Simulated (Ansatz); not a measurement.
All numbers below come from DFT PBE, scalar-relativistic, plane waves, PAW in Ansatz 0.2.0. All cells share a 420 eV cutoff and Γ-centred k meshes spaced at most about 0.3 Å⁻¹ (about 0.25 or finer for metals, 2π included). No spin polarisation.

Each guess is relaxed in cell and atoms at zero pressure, on a coarse mesh first where it starts far from rest and then on a converged one. The steps can't lower the symmetry of the start, but it can rise. Energies are static (0 K, no zero-point motion).

Two unrelaxed guesses for Zr2H3:

Guess 1.

```yaml
crystal:
  lattice:
    - [3.85501, 0.00000, 0.00000]
    - [0.00000, 3.85501, 0.00000]
    - [0.00000, 0.00000, 3.85501]
  atoms:
    - { symbol: Zr, position: [0.50000, 0.50000, 0.50000] }
    - { symbol: Zr, position: [0.00000, 0.00000, 0.00000] }
    - { symbol: H, position: [0.50000, 0.00000, 0.00000] }
    - { symbol: H, position: [0.00000, 0.50000, 0.00000] }
    - { symbol: H, position: [0.00000, 0.00000, 0.50000] }
```

Guess 2.

```yaml
crystal:
  lattice:
    - [3.26857, 0.00000, 0.00000]
    - [-1.63428, 2.83066, 0.00000]
    - [0.00000, 0.00000, 6.70304]
  atoms:
    - { symbol: Zr, position: [0.00000, 0.00000, 0.30511] }
    - { symbol: Zr, position: [0.00000, 0.00000, 0.69489] }
    - { symbol: H, position: [0.33333, 0.66667, 0.43844] }
    - { symbol: H, position: [0.33333, 0.66667, 0.56156] }
    - { symbol: H, position: [0.66667, 0.33333, 0.50000] }
```

Question: Do they relax into the same structure? If not, which is lower?

Answer: No. Guess 1 ends lower, by 61 meV/atom. Guess 1: Pm-3m at 11.5 Å³/atom → Pm-3m at 10.8 Å³/atom; Guess 2: P-6m2 at 12.4 Å³/atom → P-6m2 at 11.5 Å³/atom. Counting H atoms around Zr (those within 1.25 times the shortest such distance or 1.15 times the sum of covalent radii; a plus sign parts nearer from farther groups; a slash parts the counts of unlike sites), the end of guess 1 has Zr 6/12 and the end of guess 2 has Zr 3+3. End of guess 1. Conventional cell: a = 3.782 Å. Zr on its first site has 12 H at 2.67 Å; around Zr on its second site lie 6 H at 1.89 Å; H is surrounded by 2 Zr at 1.89 Å, 4 Zr at 2.67 Å and 8 H at 2.67 Å. End of guess 2. Conventional cell: a = 3.301 Å, c = 6.078 Å. Around Zr lie 3 H at 1.98 Å, 3 H at 2.39 Å, 1 Zr at 2.88 Å, 7 Zr at 3.19–3.30 Å and 3 H at 3.26 Å; H on a site of symmetry 3m has 3 Zr at 1.98 Å, 1 H at 2.09 Å and 3 H at 2.76 Å; around H on a site of symmetry -6m2 lie 6 Zr at 2.39 Å and 6 H at 2.76 Å.

Ends held by symmetry can be saddle points. Neither end is the lowest form computed: that has space group R3m (No. 160) and lies 266 meV/atom below the better end. With hydrogen, zero-point motion can shift such differences by 10 meV/atom or more. Some structure types and database cells were kept out of the candidates from the start, so a known form may be missing.
